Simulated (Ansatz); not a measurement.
Crystal: CsSnI3.

```
Cs I Sn
1.0
     6.20570    0.00000    0.00000
     0.00000    6.20570    0.00000
     0.00000    0.00000    6.20570
Cs I Sn
1 3 1
Direct
  0.00000 0.00000 0.00000
  0.50000 0.50000 0.00000
  0.50000 0.00000 0.50000
  0.00000 0.50000 0.50000
  0.50000 0.50000 0.50000
```

Base run:

- Program: Ansatz 0.2.0
- Functional: BLYP
- Potentials or basis: Ansatz PAW
- Cutoff: 420 eV (not typed: the program's choice for these potentials)
- k mesh: 5 × 5 × 5
- Occupations: fermi-dirac, width 0.05 eV
- Spin: no spin polarisation

Its results: pressure 2.0 GPa.

**Question.** After a change of settings the same cell gave: pressure -1.6 GPa. Which change was it?
A. functional from BLYP to PBEsol
B. functional from BLYP to LDA
C. functional from BLYP to r2SCAN; cutoff from 420 eV (not typed: the program's choice for these potentials) to 500 eV (not typed: the program's choice for these potentials)
D. functional from BLYP to RPBE

**Answer.** B.

LDA binds more tightly than BLYP, so the same cell stands under less pressure.

Caveats: the cell was measured hot, at 500 K; the PAW data sets come from PBE, with cores solved anew for the run's functional, which leaves a small shift of forces and pressure.
